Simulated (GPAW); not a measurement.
**SrO in GPAW: the effect of functional**

Crystal: SrO.

```
CELL_PARAMETERS angstrom
0.00000 2.56630 2.56630
2.56630 0.00000 2.56630
2.56630 2.56630 0.00000
ATOMIC_POSITIONS crystal
Sr 0.50000 0.50000 0.50000
O 0.00000 0.00000 0.00000
```

Alike in all runs:

- Program: GPAW 26.7.0
- Task: band structure
- Cutoff: 800 eV
- Basis: pw
- k mesh: 9 × 9 × 9
- Occupations: fermi-dirac, width 0.05 eV
- Spin: no spin polarisation

```tsv
functional	potentials or basis	gap on the mesh (eV)	pressure (GPa)
LDA	the program's PAW data sets (release 1.2.1) made for this functional	3.26	-3.2
PBE	GPAW PAW data sets (gpaw-data 1.2.1)	?	?
PBEsol	PAW data sets generated in the run's folder for this functional	3.31	0.0
RPBE	the program's PAW data sets (release 1.2.1) made for this functional	3.54	6.9
revPBE	the program's PAW data sets (release 1.2.1) made for this functional	3.51	6.1
BLYP	PAW data sets generated in the run's folder for this functional	3.55	6.7
r2SCAN	GPAW PAW data sets (gpaw-data 1.2.1)	3.89	2.1
```

Q: What does the run with functional PBE give?

A: gap on the mesh 3.42 eV; pressure 3.8 GPa.

Caveats: the PAW data sets were made with another functional, which shifts forces and pressure a little (some runs).

A k mesh can miss the band edges.
